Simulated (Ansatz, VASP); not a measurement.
## In in VASP and in Ansatz

Contents of INCAR:

```
SYSTEM = In
PREC = Accurate
ENCUT = 520
EDIFF = 1E-6
ISMEAR = 0
SIGMA = 0.15
LREAL = .FALSE.
LASPH = .TRUE.
NELM = 80
ALGO = Fast
ISIF = 2
LWAVE = .FALSE.
LCHARG = .FALSE.
GGA = CA
NBANDS = 12
```

KPOINTS

```
regular mesh
0
G
  20 20 20
  0 0 0
```

File POSCAR:

```
In
1.0
   -1.6772237541      1.6772237541      2.3715943883
    1.6772237541     -1.6772237541      2.3715943883
    1.6772237541      1.6772237541     -2.3715943883
In
1
Direct
    0.0000000000      0.0000000000      0.0000000000
```

Input for Ansatz:

```yaml
crystal:
  lattice:
    - [-1.6772237541, 1.6772237541, 2.3715943883]
    - [1.6772237541, -1.6772237541, 2.3715943883]
    - [1.6772237541, 1.6772237541, -2.3715943883]
  atoms:
    - { symbol: In, position: [0.0, 0.0, 0.0] }
basis:
  ecutwfc: 420
kpoints:
  mp_grid: { grid: [20, 20, 20] }
hamiltonian:
  xc: lda
scf:
  occupations: { method: gaussian, width: 0.15 }
output:
  forces: true
  stress: true
  eigenvalues: true
```

Alike in both runs: task single point; functional LDA; k mesh 20 × 20 × 20; occupations gaussian, width 0.15 eV; no spin polarisation.

|  | VASP | Ansatz |
| --- | --- | --- |
| version | VASP 6.6.1 | Ansatz 0.2.0 |
| potentials or method | VASP PAW LDA potentials, release 64 (In_d) | scalar-relativistic, plane waves, PAW |
| plane-wave cutoff (eV) | 520 | 420 |
| valence electrons in the cell | 13 | 13 |

|  | VASP | Ansatz | Ansatz less VASP |
| --- | --- | --- | --- |
| gap on the k mesh at the Fermi level (eV) | none | none | - |
| pressure (GPa) | -3.3 | -3.3 | +0.02 |

A gap of «none» marks a metal or a gap that the smearing closes.
